Q: I have a tungsten part under load and a colleague's list of calculated bulk moduli. Before I read the list, what sizes should I carry in my head?

A: Three will do. Tungsten's bulk modulus is about 300 GPa, so squeezing out one percent of its volume takes about 3 GPa. The choice of functional, the approximation for how electrons avoid one another, moves the calculated modulus by about ten percent. The same choice moves the volume at which the crystal rests by about five percent.

Q: Then let me see the list.

Kohn-Sham DFT of bcc tungsten with ABINIT 10.8.3 and FLEUR MaX-R8.1 (later development tree), without spin polarisation and with Fermi-Dirac smearing of 0.05 eV. Bulk moduli are from energy-volume fits, taken at the rest volume. The measured value is 307 GPa (polycrystalline, surface Brillouin spectroscopy, bounded above by the literature value in its fit; arXiv:1710.07581).

```
                                program                    functional            how the value is got  potentials or basis  wave cutoff (eV)    k-mesh  computed bulk modulus (GPa)  computed over measured, less one (%)
                      ABINIT 10.8.3 (1)  PBE with spin-orbit coupling  fit, rest volume 16.23 Å³/atom     JTH PAW PBE v2.0            435.38  12x12x12                        297.9                                  -3.0
                      ABINIT 10.8.3 (2)                       BLYP+D4  fit, rest volume 15.98 Å³/atom     JTH PAW PBE v2.0            408.17  12x12x12                        301.2                                  -1.9
                      ABINIT 10.8.3 (3)                        PBE+D3  fit, rest volume 15.78 Å³/atom     JTH PAW PBE v2.0            408.17  12x12x12                        319.1                                   3.9
                      ABINIT 10.8.3 (4)  LDA with spin-orbit coupling  fit, rest volume 15.46 Å³/atom     JTH PAW LDA v2.0            408.17  12x12x12                        322.2                                   5.0
FLEUR MaX-R8.1 (later development tree)                           LDA  fit, rest volume 15.39 Å³/atom         all electron               n/a  12x12x12                        326.2                                   6.3
                      ABINIT 10.8.3 (5)                         SOGGA  fit, rest volume 15.66 Å³/atom     JTH PAW PBE v2.0            435.38  12x12x12                        326.8                                   6.4
                      ABINIT 10.8.3 (6)                       HCTH407  fit, rest volume 15.48 Å³/atom     JTH PAW PBE v2.0            408.17  12x12x12                        327.4                                   6.6
                      ABINIT 10.8.3 (7)                     revPBE+D3  fit, rest volume 15.58 Å³/atom     JTH PAW PBE v2.0            435.38  12x12x12                        328.2                                   6.9
```

Q: The values run from 298 to 328 GPa. Can I estimate one of them on paper, without repeating the calculation?

A: Yes, if you know the rest volume V₀, the volume per atom at which that functional leaves the crystal free of pressure. It stands in the column on how the value is got. The rule for the bulk modulus B is

B ≈ 312 GPa × (15.85 Å³ / V₀)²

In words, a functional that makes tungsten one percent roomier makes it about two percent softer. The volume of 15.85 Å³ is that of the cell from which all the runs start, and it is close to that of real tungsten.

Q: Work it for the softest entry.

A: That is PBE with spin-orbit coupling, with a rest volume of 16.23 Å³. The steps are

15.85 / 16.23 = 0.9766
0.9766² = 0.954
312 GPa × 0.954 = 298 GPa

The full calculation also gives 298 GPa. Don't take that agreement as typical.

Q: Then show me a row where it does badly.

A: SOGGA is the worst of the eight. Its rest volume is 15.66 Å³, so

15.85 / 15.66 = 1.012
1.012² = 1.024
312 GPa × 1.024 = 320 GPa

The calculation gives 327 GPa, so the estimate is two percent too low. Both worked rows helped to set the constant, which means that they illustrate the rule and don't test it on new data.

Q: Why two percent? I learned that a metal stiffens by about four percent when I compress it by one.

A: You learned it correctly, for a single piece of metal. The number behind it is B′, the rise of the modulus per unit of pressure, and it averages 4 over these calculations. If all functionals shared one energy curve and merely stopped at different points on it, the exponent in the rule would be 4. But a change of functional also changes the curve.

Q: How does it change the curve?

A: Hold the crystal at 15.85 Å³ in every calculation and ask what each functional wants to do there. One that prefers a larger volume pushes outward. That extra push normally fades as the atoms move apart, and a push that fades with distance resists compression, because it grows when you squeeze. So the functional that wants more room should also be the stiffer one at equal volume.

Q: Is that argument visible in the numbers?

A: It is, and it largely turns the order around. PBE with spin-orbit coupling is the softest row at its own rest volume, yet at the common volume it is the stiffest, with 325 GPa and an outward pressure between 7 and 8 GPa. LDA with spin-orbit coupling pulls inward about as strongly there, and its modulus is only 290 GPa. A straight line through the seven ABINIT rows gives about 2 GPa of extra modulus for each GPa of outward pressure, give or take half a GPa.

Q: And how do I get from there to the rule?

A: Let P be the outward pressure at the common volume. The modulus there is roughly 312 GPa + 2P. Now let the crystal expand until the pressure is gone, which costs about 4P of modulus. What remains is

B ≈ 312 GPa + 2P − 4P = 312 GPa − 2P

The pressure is itself about B times the fractional expansion, so one percent of extra volume lowers the modulus by two percent. Half of the softening from expansion is paid back by the stiffer curve. This takes the rule apart with the same energy curves that gave the moduli, so it explains the exponent but is no second, independent test of it.

Q: Can I use this to guess what another setting would do?

A: Ask first whether the change adds attraction or repulsion. A dispersion correction such as D3 adds attraction between the atoms, so it should shrink the rest volume and raise the modulus found there. The row revPBE+D3 fits that picture. revPBE alone is known to bind more weakly than PBE, which would favour a large volume, but with its D3 term the crystal rests at only 15.58 Å³ and has the highest modulus in the table. There is no revPBE row without D3 here, so the table doesn't show the size of the shift.

Q: How good is the rule over the whole table?

A: The typical miss is 1.5 percent of the calculated value, and no row is missed by much more than two. The constant was fitted to all eight rows with the exponent held at 2; left free, the exponent comes out as 1.9 ± 0.4. With an exponent of 4 the typical miss grows to almost 4 percent, no better than quoting one average for every functional. The printed analysis below gives the estimate for each row.

Q: So I could use it to put the functionals in order?

A: No, and the reason lies in how the rows are spread. Two of them, PBE with spin-orbit coupling and BLYP+D4, have the largest volumes and the lowest moduli, and they carry most of the trend. The other six have rest volumes below 15.8 Å³, and among them the modulus hardly follows the volume. For those six, their plain average does better than the rule, with a scatter of 1.0 percent against 1.6.

Q: What blurs the order among those six?

A: Several things change together from row to row: the functional, the dispersion term, spin-orbit coupling, the potentials and the wave cutoff. The rows with the lower cutoff also have rougher energy curves. The pressures that ABINIT itself prints lie one to three GPa below the slope of its energies, a sign that the wave basis isn't complete; the moduli and pressures I quoted come from the energies. HCTH407 has the roughest energy curve, and its modulus is uncertain by several GPa, so the rule's close hit on that row means little. My guess is that part of the remaining scatter comes from using potentials made for PBE with other functionals, but these rows don't test it.

Q: My part is real metal, and the measured modulus is 307 GPa. Where does that leave your 312?

A: The two differ by about two percent, which is the size of the rule's own error. Temperature and zero-point motion are present in the sample and absent from the calculations, and both normally soften a crystal, partly by expanding it. But 312 GPa already belongs to a rest volume close to that of the real metal, so the part due to expansion is largely counted. How much of the gap the remaining softening would close is open. The measured value was also held below a literature value in its own fit, so I wouldn't read a small difference closely.

Q: Could I start from the measured value instead?

A: You can. Put 307 GPa in place of 312, and the rule needs no calculated modulus to set its constant. The largest miss in the table then rises to about four percent of the calculated value. That is still good enough to tell whether a quoted modulus is plausible for its rest volume.

Q: And if I squeeze the part itself, do I use your two percent or my four?

A: Your four. The two percent compares different functionals, each at rest; the four percent follows one material along its own curve as it is compressed. Mixing them up would halve the stiffening that you expect under load.

Q: What should I do when the next calculated modulus lands on my desk?

A: Ask for the rest volume that belongs to it. If it lies between about 15.4 and 16.2 Å³, take its difference from 15.85 Å³ in percent, double it, and correct 312 GPa by that much, downward for a larger volume. A value within two or three percent of your estimate is in line with this table. A value much further off deserves a look at its energy curve and its cutoff before anyone blames the functional.

The analysis program printed:

```
fit of log(y) on 8 rows: constant 5.744 +/- 0.0072, coefficient of dv 1.939 +/- 0.36; rms 0.0152, worst ABINIT 10.8.3 (5) -0.0219, leave-one-out rms 0.0191
fit of Bc on 7 rows (~has(program, 'FLEUR')): constant 311.8 +/- 2.8, coefficient of Pc 2.024 +/- 0.52; rms 5.97, worst ABINIT 10.8.3 (5) -8.56, leave-one-out rms 8.09
  rows outside the fit (model, value, miss): FLEUR MaX-R8.1 (later development tree) 294.4, 290.7, 3.7
Rule and common volume:
                                      row  volume above 15.85 (%)  rule (GPa)  rule over computed less one (%)  pressure at 15.85 (GPa)  modulus at 15.85 (GPa)
                        ABINIT 10.8.3 (1)                   2.384       297.8                         -0.03711                    7.724                   324.9
                        ABINIT 10.8.3 (2)                   0.827       307.1                            1.945                    2.941                   314.5
                        ABINIT 10.8.3 (3)                 -0.4121       314.7                           -1.364                  -0.8897                   313.8
                        ABINIT 10.8.3 (4)                  -2.476       328.2                            1.866                   -7.273                   290.3
  FLEUR MaX-R8.1 (later development tree)                  -2.893         331                            1.481                   -8.593                   290.7
                        ABINIT 10.8.3 (5)                  -1.194       319.7                           -2.158                   -3.444                   313.3
                        ABINIT 10.8.3 (6)                  -2.337       327.3                         -0.03864                   -6.831                   290.9
                        ABINIT 10.8.3 (7)                  -1.685       322.9                             -1.6                   -5.016                   308.7
Constant A of the rule (GPa): 312.2
A above the measured 307 GPa (%): 1.68
Mean B' of the eight fits: 3.988
Exponent expected from mean B' less the slope g: 1.964
Rms miss of the rule, exponent 2 (%): 1.522
Largest miss of the rule (%): 2.158
Rms miss with exponent 4 (%): 3.831
Rms miss with no volume dependence (%): 3.712
Largest miss if the measured 307 GPa replaces A (%): 3.775
Exponent among the six rows below 15.9 A^3 alone: 0.533
Rms miss of the rule on these six rows (%): 1.568
Rms scatter of these six rows about their own mean (%): 1.004
```
